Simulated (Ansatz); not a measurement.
Be2C (antifluorite) (r2SCAN geometry), in Ansatz:

```yaml
crystal:
  lattice:
    - [0.00000, 2.16049, 2.16049]
    - [2.16049, 0.00000, 2.16049]
    - [2.16049, 2.16049, 0.00000]
  atoms:
    - { symbol: C, position: [0.00000, 0.00000, 0.00000] }
    - { symbol: Be, position: [0.25000, 0.25000, 0.25000] }
    - { symbol: Be, position: [0.75000, 0.75000, 0.75000] }
```

G0W0@PBE with 110 empty bands, a screening cutoff of 180 eV and a 6×6×6 mesh (PAW, contour deformation) gives 1.965 eV over the mesh points, from a PBE gap of 1.171 eV; it sums over 114 bands with 113 plane waves in the screening and a wave cutoff of 420 eV. G0W0 here is at a finite number of bands, screening cutoff and k mesh, not at the basis limit. No spin polarisation and no zero-point or thermal motion.

Problem. Estimate the gap with starting point r2SCAN, with them a wave cutoff of 500 eV.

Solution. 2.098 eV (+0.133 eV), from a Kohn-Sham gap of 1.529 eV.

Problem. Estimate the gap with empty bands 45, screening cutoff 100 eV.

Solution. 1.798 eV (-0.167 eV), from a Kohn-Sham gap of 1.171 eV.

Problem. Estimate the gap with starting point PBE0.

Solution. 2.422 eV (+0.457 eV), from a Kohn-Sham gap of 2.606 eV.
